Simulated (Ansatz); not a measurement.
**Sn (fcc)**

Level of theory: DFT, PBE, scalar-relativistic, no spin polarisation; plane waves to 420 eV with PAW datasets (Ansatz 0.2.0), Γ-centred 16×16×16 mesh, 0.05 eV Gaussian smearing; PAW files: Ansatz's generated set soft_2.

```yaml
crystal:
  lattice:
    - [0.00000, 2.40975, 2.40975]
    - [2.40975, 0.00000, 2.40975]
    - [2.40975, 2.40975, 0.00000]
  atoms:
    - { symbol: Sn, position: [0.00000, 0.00000, 0.00000] }
```

At room temperature and ambient pressure Sn takes another structure.

**Question.** Which orbitals carry the states at the Fermi level, and how many states are there?

**Answer.** Within 0.1 eV of it: Sn 5p 84 %, Sn 5s 16 % (shares among the projected shells). The density of states at the Fermi level is about 0.54 states/eV per cell, averaged over 0.3 eV.

Density of states (tetrahedra, averaged over 0.3 eV; states/eV per cell of 1 atom; energy in eV from the Fermi level; projections on Löwdin-orthogonalised atomic orbitals, summed over sites):

| E | total | Sn 5p | Sn 5s |
| --- | --- | --- | --- |
| -7.60 | 0.36 | 0.13 | 0.23 |
| -7.30 | 0.39 | 0.13 | 0.26 |
| -7.00 | 0.44 | 0.13 | 0.30 |
| -6.70 | 0.53 | 0.13 | 0.39 |
| -6.40 | 0.50 | 0.12 | 0.37 |
| -6.10 | 0.46 | 0.11 | 0.35 |
| -5.80 | 0.43 | 0.09 | 0.33 |
| -5.50 | 0.41 | 0.07 | 0.33 |
| -5.20 | 0.40 | 0.05 | 0.34 |
| -4.90 | 0.38 | 0.02 | 0.35 |
| -4.60 | 0.04 | 0.00 | 0.04 |
| -4.30 | 0.08 | 0.08 | 0.00 |
| -4.00 | 0.16 | 0.15 | 0.01 |
| -3.70 | 0.21 | 0.20 | 0.02 |
| -3.40 | 0.30 | 0.27 | 0.03 |
| -3.10 | 0.42 | 0.37 | 0.04 |
| -2.80 | 0.56 | 0.49 | 0.06 |
| -2.50 | 0.72 | 0.62 | 0.09 |
| -2.20 | 0.64 | 0.53 | 0.11 |
| -1.90 | 0.51 | 0.39 | 0.11 |
| -1.60 | 0.47 | 0.35 | 0.11 |
| -1.30 | 0.52 | 0.41 | 0.10 |
| -1.00 | 0.53 | 0.42 | 0.10 |
| -0.70 | 0.53 | 0.42 | 0.09 |
| -0.40 | 0.53 | 0.43 | 0.09 |
| -0.10 | 0.53 | 0.43 | 0.08 |
| 0.20 | 0.56 | 0.46 | 0.08 |
| 0.50 | 0.58 | 0.48 | 0.07 |
| 0.80 | 0.60 | 0.50 | 0.07 |
| 1.10 | 0.62 | 0.53 | 0.06 |
| 1.40 | 0.66 | 0.56 | 0.06 |
| 1.70 | 0.70 | 0.60 | 0.05 |
| 2.00 | 0.79 | 0.69 | 0.05 |
| 2.30 | 0.79 | 0.69 | 0.05 |
| 2.60 | 0.75 | 0.66 | 0.04 |
| 2.90 | 0.72 | 0.64 | 0.04 |
| 3.20 | 0.69 | 0.61 | 0.03 |
| 3.50 | 0.66 | 0.58 | 0.03 |
| 3.80 | 0.64 | 0.56 | 0.03 |
| 4.10 | 0.60 | 0.53 | 0.02 |
| 4.40 | 0.58 | 0.52 | 0.02 |
| 4.70 | 0.55 | 0.49 | 0.02 |
| 5.00 | 0.53 | 0.47 | 0.01 |
| 5.30 | 0.51 | 0.46 | 0.01 |
| 5.60 | 0.51 | 0.40 | 0.01 |
| 5.90 | 0.52 | 0.31 | 0.01 |
